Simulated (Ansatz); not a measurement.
Stiffness of ZnS from strained cells

```xyz
2
Lattice="0.0000 2.7046 2.7046 2.7046 0.0000 2.7046 2.7046 2.7046 0.0000" Properties=species:S:1:pos:R:3 pbc="T T T"
Zn    0.0000    0.0000    0.0000
S     4.0570    4.0570    4.0570
```

Atom numbers follow the list: Zn1, S2.

The cell is COD entry 9000107, as deposited and not checked against the literature; nothing was relaxed.

Computed with DFT, PBE, all-electron LAPW, scalar-relativistic in Ansatz 0.2.0.

Settings: a Γ-centred 8×8×8 k mesh, Fermi–Dirac smearing of 0.01 eV, basis error target 0.25 meV/atom, no spin polarisation.

The unstrained cell is at 1.39 GPa. Large strains and very small stresses are left out. Each strain is applied once, with fractional coordinates held (clamped ions), and σ below is the change of stress, positive in tension. One finite strain gives stress–strain coefficients at this pressure with an error of the order of the strain times third-order constants, a few per cent for each per cent of strain.

(1) With x and y strained by +2 %, z held, the run gives σxx = 3.02 GPa, σzz = 2.22 GPa and εxx = εyy = 0.0200. Which stiffness follows?

(2) Estimate the stiffness probed by this change, and the stress that it gives: equal xy, yz and zx engineering shear strains of -1 %.

(3) Estimate the stiffness probed by this change, and the stress that it gives: equal xy, yz and zx engineering shear strains of +1 %.

(4) What do those two numbers (x and y strained by +2 %, z held) give for C11, and is the cell stable to tetragonal shear?

(5) The two estimates of C44 (clamped ions) differ. Why, and which value is best?

## Answers

(1) C12 = σzz/(2εxx) = 56 GPa and C11 + C12 = σxx/εxx = 151 GPa.

(2) σxy = -0.70 GPa and γxy = 2εxy = -0.0100, so C44 (clamped ions) = σxy/γxy = 70 GPa.

(3) σxy = 0.67 GPa and γxy = 2εxy = 0.0100, so C44 (clamped ions) = σxy/γxy = 67 GPa.

(4) C11 = 151 − 56 = 95 GPa and C11 − C12 = 39 GPa: positive, so stable to it.

(5) Finite strains add third-order terms, which change sign with the strain; interpolating the two linearly to zero strain gives 68 GPa, the better value.
